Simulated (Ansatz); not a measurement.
An input for the plane-wave PAW code Ansatz:

```yaml
crystal:
  lattice:
    - [-1.7734035948, 1.7734035948, 1.7734035948]
    - [1.7734035948, -1.7734035948, 1.7734035948]
    - [1.7734035948, 1.7734035948, -1.7734035948]
  atoms:
    - { symbol: Hf, position: [0.0, 0.0, 0.0] }
basis:
  ecutwfc: 420
  ecutrho_ratio: 4
kpoints:
  mp_grid: { grid: [8, 8, 8] }
hamiltonian:
  xc: pbe
scf:
  occupations: { method: gaussian, width: 0.05 }
output:
  forces: true
  stress: true
  eigenvalues: true
```

At room temperature and ambient pressure Hf is hcp.

Task: What will the run give?

Result: Pressure -0.3 GPa, gap on the mesh zero (metallic) (PBE, scalar-relativistic).

What the program printed, in part:

```
Pseudopotentials: kind: paw
Pseudopotential: Hf, paw, valence charge 26, recommended cutoff 420 eV (normal), Hf.paw.azcp
Crystal: 1 atoms, lattice volume = 22.309 Å³
Basis set: ecut = 420 eV, 429 PW (Γ), exchange–correlation on 48×48×48 points (8 copies of the dense FFT grid, shifted against one another)
Bands: 17, of which v1, the nominal top of the filled ones, is band 13 counted from 1 (12 counted from 0)
Symmetry: 48 space group operations
Space group: Im-3m (ITA 229), of the structure as read, at distance tolerance 2.8e-5 Å
k-points: 29 of 512
Initial density: superposition of atomic densities (neutral atoms: chi_scale 0, normalization atom), corrected by the library's trained network
Initial wavefunctions: pseudopotential atomic-orbital guess
Functional: x = pbe(κ = 0.804, μ = 0.21951), c = pbe(β = 0.06672)
```

```
SCF iter   1: F=—  HF=-15721.190968 eV  |F-HF|=—  |Δ(HF+E_count)|=         —  Δρ=2.12e-3  dr2=3.86e-4  ethr=1.77e-3  ⟨swp⟩=5.0  Hψ=2103  notcnv=0
SCF iter   2: F=—  HF=-15721.190781 eV  |F-HF|=—  |Δ(HF+E_count)|=   1.87e-4  Δρ=1.19e-3  dr2=1.27e-4  ethr=1.48e-6  ⟨swp⟩=2.2  Hψ=1097  notcnv=0
SCF iter   3: F=—  HF=-15721.190767 eV  |F-HF|=—  |Δ(HF+E_count)|=   1.40e-5  Δρ=1.38e-4  dr2=2.59e-6  ethr=4.87e-7  ⟨swp⟩=2.0  Hψ=859  notcnv=0  defer=1
SCF iter   4: F=—  HF=-15721.190770 eV  |F-HF|=—  |Δ(HF+E_count)|=   2.97e-6  Δρ=5.97e-5  dr2=4.85e-7  ethr=9.97e-9  ⟨swp⟩=2.1  Hψ=870  notcnv=0  defer=1
SCF iter   5: F=—  HF=-15721.190770 eV  |F-HF|=—  |Δ(HF+E_count)|=   5.39e-8  Δρ=1.15e-5  dr2=2.74e-8  ethr=1.87e-9  ⟨swp⟩=2.3  Hψ=815  notcnv=0  defer=1
SCF iter   6: F=—  HF=-15721.190770 eV  |F-HF|=—  |Δ(HF+E_count)|=   3.35e-8  Δρ=5.24e-6  dr2=5.81e-9  ethr=1.05e-10  ⟨swp⟩=5.4  Hψ=1974  notcnv=0
SCF iter   7: F=-15721.190770 eV  HF=-15721.190770 eV  |F-HF|=2.73e-8  |Δ(HF+E_count)|=   2.28e-8  Δρ=2.58e-6  dr2=1.03e-9  ethr=2.23e-11  ⟨swp⟩=4.1  Hψ=1587  notcnv=0
```

```
SCF 1 converged in 7 iterations: F = -15721.190770 eV  dr2 = 1.03e-9
SCF converged after 7 iterations
Free energy (F): -15721.190770 eV
E sigma→0 (E₀):  -15721.189581 eV
Entropy (-TS):   -0.002379 eV (-2.379 meV/atom)
Fermi energy:    19.581222 eV
--- Per-component energies (eV) ---
  E_band       = 38.447934
  E_kinetic    = 424.636406
  E_local      = -5061.627037  (includes V_loc(G=0)·N_el)
  E_nonlocal   = -1244.447326
  E_hartree    = 2381.969412
  E_xc         = -300.117023
  E_vxc        = -266.232626  (∫ρ·V_xc dr)
  E_paw        = -6927.691394  (= ΣΔE_a)
  E_vpaw       = 1422.181856  (= ΣTr[D̂ρ^β])
  E_aug_tail   = -0.000001  (compensation charges beyond the density's cutoff)
  E_ewald      = -4993.911429
  E_smearing   = -0.002379  (= −TS)
--- Forces (eV/Å), atoms counted from 1 ---
  atom   1  Hf     0.00000000     0.00000000     0.00000000
--- Stress (GPa, compression-positive) ---
       -0.285468       0.000000       0.000000
        0.000000      -0.285468       0.000000
        0.000000       0.000000      -0.285468
  P = ⅓ Tr σ = -0.2855 GPa (-2.855 kbar)
```

These numbers lack spin–orbit coupling. The k-mesh is coarse, so small energy differences aren't converged.
